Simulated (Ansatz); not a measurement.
Runs of Ansatz 0.2.0 on TiCo. It takes space group Pm-3m (No. 221, cubic). Conventional cell: a = 2.986 Å, b = 2.986 Å, c = 2.986 Å, α = 90.00°, β = 90.00°, γ = 90.00°. Around Co (site symmetry m-3m) lie 8 Ti at 2.59 Å. Ti (site symmetry m-3m) has 8 Co at 2.59 Å as nearest neighbours. The cell comes from a database or a generator and needn't be the stable form of this composition.

```csv
cell,target pressure (GPa),gap on the mesh (eV),pressure (GPa),moment (μB)
relaxed to 10 GPa,10,none,10.0,0.53
relaxed to 5 GPa,5,none,5.0,0.57
relaxed to 20 GPa,20,none,20.0,0.48
relaxed,0,none,0.0,(a)
relaxed to 30 GPa,30,none,30.0,(b)
relaxed to 2 GPa,2,none,2.0,0.59
```

Alike in all rows: task relaxation of cell and atoms; level PBEsol; potentials or basis Ansatz PAW; spin collinear, ferromagnetic start; k mesh 9 × 9 × 9; cutoff (eV) 420; smearing fermi-dirac 0.05 eV.

Problem. Estimate the missing entries.

Solution. (a) 0.61; (b) 0.45.

Caveats: the plane-wave basis is chosen anew once the cell has moved, so the energies of steps on either side of that aren't comparable; the PAW data sets come from PBE, with cores solved anew for the run's functional, which leaves a small shift of forces and pressure.

A gap of «none» marks a metal or a gap under the smearing width.

Runs at the PBE level aren't shown here.
